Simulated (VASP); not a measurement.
# MoP (P-6m2) in VASP: further runs, part 2 of 2

VASP 6.6.1. Earlier steps stand in the parts before.

## Step 3: Relaxation of shape and atoms at fixed volume, LDA (a relaxed cell with its volume scaled by 1.06)

Input file INCAR:

```
PREC = Accurate
ENCUT = 600
EDIFF = 1E-7
ISMEAR = 1
SIGMA = 0.1
LREAL = F
LASPH = T
NELM = 80
ALGO = Fast
ISIF = 4
LWAVE = F
LCHARG = F
IBRION = 2
NSW = 40
EDIFFG = -0.01
```

Input file KPOINTS:

```
regular mesh
0
Gamma
  15 15 11
```

Input file POSCAR:

```
MoP                                     
1.0
    3.2569964606      0.0000000000     -0.0000000000
   -1.6284982303      2.8206416750      0.0000000000
   -0.0000000000      0.0000000000      3.2197756940
  Mo              P             
     1     1
Direct
     0.0000000000000000    0.0000000000000000    1.0000000000000000
     0.3333333332999970    0.6666666667000030    0.5000000000000000
```

Potentials or basis: VASP PAW LDA potentials, release 64 (Mo_sv, P).

The run is started by

```console
$ cat potpaw_LDA.64/Mo_sv/POTCAR potpaw_LDA.64/P/POTCAR > POTCAR
$ mpirun -np 1 vasp_std > vasp.out
```

OUTCAR:

```text
PREC = Accurate
   ENCUT = 600
   EDIFF = 1E-7
   ISMEAR = 1
   LREAL = F
   LASPH = T
   NELM = 80
   ISIF = 4
   IBRION = 2
   NSW = 40
   EDIFFG = -0.01

 ion  position               nearest neighbor table
   1  0.000  0.000  0.000-   2 2.48   2 2.48   2 2.48   2 2.48   2 2.48   2 2.48
   2  0.333  0.667  0.500-   1 2.48   1 2.48   1 2.48   1 2.48   1 2.48   1 2.48

  LATTYP: Found a hexagonal cell.
 ALAT       =     3.2569964606
 C/A-ratio  =     0.9885720580

  Lattice vectors:

 A1 = (   3.2569964606,   0.0000000000,   0.0000000000)
 A2 = (  -1.6284982303,   2.8206416750,   0.0000000000)
 A3 = (   0.0000000000,   0.0000000000,   3.2197756940)

Analysis of symmetry for initial positions (statically):
=====================================================================
 Subroutine PRICEL returns:
 Original cell was already a primitive cell.

 Routine SETGRP: Setting up the symmetry group for a
 hexagonal supercell.

 Subroutine GETGRP returns: Found 12 space group operations
 (whereof 12 operations were pure point group operations)
 out of a pool of 24 trial point group operations.

The static configuration has the point symmetry D_3h.

[... 173 lines left out ...]
  in kB     -117.2269917   -117.2269917   -150.0080179      0.0000000      0.0000000      0.0000000
  external PRESSURE =    -128.1540004 kB  Pullay stress =       0.0000000 kB
[... 59 lines left out ...]
--------------------------------------- Ionic step        3  -------------------------------------------

 number of electron      19.0000001 magnetization

 Free energy of the ion-electron system (eV)
  ---------------------------------------------------
  ext. energy  EPLUGINS =         0.00000000
  ---------------------------------------------------
  free energy    TOTEN  =       -19.65167440 eV

  energy without entropy =      -19.65131338  energy(sigma->0) =      -19.65155406

 E-fermi :  11.3568     XC(G=0): -12.5990

 val. band max:       11.3134841623   @ k =   0.2667   0.0667   0.3636
 cond. band min:      11.3666615468   @ k =   0.4000   0.0000   0.0909
 fundamental gap:      0.0531773845
 Fermi energy:        11.3567999967

 k-point     1 :       0.0000    0.0000    0.0000
  band No.  band energies     occupation
      1     -49.5058      2.00000
      2     -23.8270      2.00000
      3     -23.6469      2.00000
      4     -23.6469      2.00000
      5      -2.3042      2.00000
      6       7.3315      2.00000
      7       8.0704      2.00000
      8       8.0704      2.00000
      9      10.7935      2.00000
     10      11.6351     -0.00060
     11      11.6351     -0.00060
     12      15.3327      0.00000
     13      15.3327      0.00000
[... 354 lines left out ...]
  band No.  band energies     occupation
      1     -49.4760      2.00000
      2     -23.9110      2.00000
      3     -23.7846      2.00000
      4     -23.7803      2.00000
      5       0.4159      2.00000
      6       4.6622      2.00000
      7       6.9164      2.00000
      8       7.7691      2.00000
      9      10.2927      2.00000
     10      10.5309      2.00000
     11      12.1528     -0.00000
     12      12.8501     -0.00000
     13      17.2313      0.00000

 [... further k-points ...]
[... 5 lines left out ...]
  --------------------------------------------------------------------------------------
  -------------------------------------------------------------------------------------
  Total       -2.2865648     -2.2865648     -2.2825668     -0.0000000      0.0000000      0.0000000
  in kB     -123.8520711   -123.8520711   -123.6355196     -0.0000000      0.0000000      0.0000000
  external PRESSURE =    -123.7798873 kB  Pullay stress =       0.0000000 kB
[... 17 lines left out ...]
  FREE ENERGIE OF THE ION-ELECTRON SYSTEM (eV)
  ---------------------------------------------------
  free  energy   TOTEN  =       -19.6516743998 eV

  energy  without entropy=      -19.6513133832  energy(sigma->0) =      -19.65155406

 reached required accuracy - stopping structural energy minimisation
```

OSZICAR:

```text
N       E                     dE             d eps       ncg     rms          rms(c)
DAV:   1     0.142640472005E+03    0.14264E+03   -0.10788E+04  4212   0.155E+03
DAV:   2    -0.160507486289E+02   -0.15869E+03   -0.15550E+03  4622   0.397E+02
[... 27 lines left out ...]
DAV:   1    -0.196522240657E+02   -0.64479E-03   -0.22838E-02  4402   0.172E+00    0.137E-01
RMM:   2    -0.196517769776E+02    0.44709E-03   -0.49888E-04  4220   0.215E-01    0.603E-02
RMM:   3    -0.196516728912E+02    0.10409E-03   -0.25548E-04  4213   0.147E-01    0.133E-02
RMM:   4    -0.196516742415E+02   -0.13503E-05   -0.23371E-05  4248   0.499E-02    0.588E-03
RMM:   5    -0.196516743362E+02   -0.94717E-07   -0.41994E-06  4281   0.186E-02    0.161E-03
RMM:   6    -0.196516743998E+02   -0.63608E-07   -0.75048E-07  3445   0.807E-03
   3 F= -.19651674E+02 E0= -.19651554E+02  d E =-.251580E-02
```

Wall time 3.2 min (1 thread of Intel Xeon Platinum 8175M at 2.50GHz (Skylake/Cascade Lake), shared host); peak memory 0.21 GiB.

What came out:

```yaml
Free_energy: -19.6517 eV
Energy_gained_by_relaxing: 1.3 meV/atom
Ionic_steps: 3
Pressure_after_relaxing: -12.4 GPa
Band_gap_on_the_k_mesh: none (metal or under the smearing width)
```

Step by step:
```
step  energy change (eV)  largest force (eV/Å)  pressure (GPa)
   1              0.0000                0.0000          -12.82
   2             -0.0024                0.0000          -12.29
   3             -0.0025                0.0000          -12.38
```

Final structure:
```
CELL_PARAMETERS angstrom
3.27039 0.00000 0.00000
-1.63519 2.83224 0.00000
0.00000 0.00000 3.19346
ATOMIC_POSITIONS crystal
Mo 0.00000 0.00000 0.00000
P 0.33333 0.66667 0.50000
```

## Step 4: Relaxation of cell and atoms, PBEsol

Input file INCAR:

```
  PREC = Accurate
  ENCUT = 600
  EDIFF = 1E-6
  ISMEAR = 1
  SIGMA = 0.1
  LREAL = False
  LASPH = True
  NELM = 80
  ALGO = Normal
  ISIF = 3
  LWAVE = False
  LCHARG = False
  GGA = PS
  IBRION = 2
  NSW = 90
  EDIFFG = -0.01
```

Input file KPOINTS:

```
Automatic mesh
0
Gamma
  15 15 11
```

Input file POSCAR:

```
MoP
1.0
    3.2230000000      0.0000000000      0.0000000000
   -1.6115000000      2.7911998764      0.0000000000
    0.0000000000      0.0000000000      3.1910000000
Mo P
1 1
Direct
    0.0000000000      0.0000000000      0.0000000000
    0.3333333333      0.6666666667      0.5000000000
```

Potentials or basis: VASP PAW PBE potentials, release 64 (Mo_sv, P).

The run is started by

```console
$ cat potpaw_PBE.64/Mo_sv/POTCAR potpaw_PBE.64/P/POTCAR > POTCAR
$ mpirun -np 1 vasp_std > vasp.out
```

Run time: 96 s. Hardware: 1 thread of Intel Xeon Platinum 8488C (Sapphire Rapids), shared host; peak memory 0.23 GiB.

Results (log left out):

* Free energy: -19.0501 eV
* Relaxed volume: 14.15 Å³/atom
* Relaxed cell: a = 3.209 Å, b = 3.209 Å, c = 3.172 Å, α = 90.00°, β = 90.00°, γ = 120.00°
* Space group after relaxing (to 0.05 Å): P-6m2 (No. 187)
* Energy gained by relaxing: 2.3 meV/atom
* Ionic steps: 3
* Pressure after relaxing: 0.0 GPa
* Band gap on the k mesh: none (metal or under the smearing width)

Stress tensor (GPa, compression positive):
```
-0.08  0.00  0.00
 0.00 -0.08  0.00
 0.00  0.00  0.04
```

The path:
```csv
step,energy change (eV),largest force (eV/Å),pressure (GPa),volume (Å³)
1,0.0000,0.0000,-3.45,28.71
2,0.0171,0.0000,8.10,27.44
3,-0.0046,0.0000,-0.04,28.30
```

Final structure:
```xyz
2
Lattice="3.2094 0.0000 0.0000 -1.6047 2.7795 0.0000 0.0000 0.0000 3.1725" Properties=species:S:1:pos:R:3 pbc="T T T"
Mo    0.0000    0.0000    0.0000
P     0.0000    1.8530    1.5862
```

Levels at points of the mesh, in eV from the Fermi level:
```csv
k point,band 6,band 7,band 8,band 9,band 10,band 11,band 12,band 13
"(0.00, 0.00, 0.00)",-4.34,-3.40,-3.40,-0.69,0.27,0.27,4.19,4.19
```

Caveat: the PAW data sets were made with another functional, which shifts forces and pressure a little.

## Step 5: The runs side by side

| task | level | potentials or basis | cell | gap on the mesh (eV) | pressure (GPa) |
| --- | --- | --- | --- | --- | --- |
| relaxation of shape and atoms at fixed volume | LDA | VASP PAW LDA potentials, release 64 (Mo_sv, P) | atoms relaxed at fixed volume from: a relaxed cell with its volume scaled by 1.04 | none | -8.7 |
| relaxation of shape and atoms at fixed volume | LDA | VASP PAW LDA potentials, release 64 (Mo_sv, P) | atoms relaxed at fixed volume from: a relaxed cell with its volume scaled by 1.06 | none | -12.4 |
| relaxation of cell and atoms | PBEsol | VASP PAW PBE potentials, release 64 (Mo_sv, P) | relaxed | none | 0.0 |

Alike in all rows: no spin polarisation; k mesh 15 × 15 × 11; cutoff (eV) 600; smearing methfessel-paxton 0.1 eV.

Caveats: the PAW data sets were made with another functional, which shifts forces and pressure a little (some runs).

Absolute energies hang on the potentials; compare differences alone.
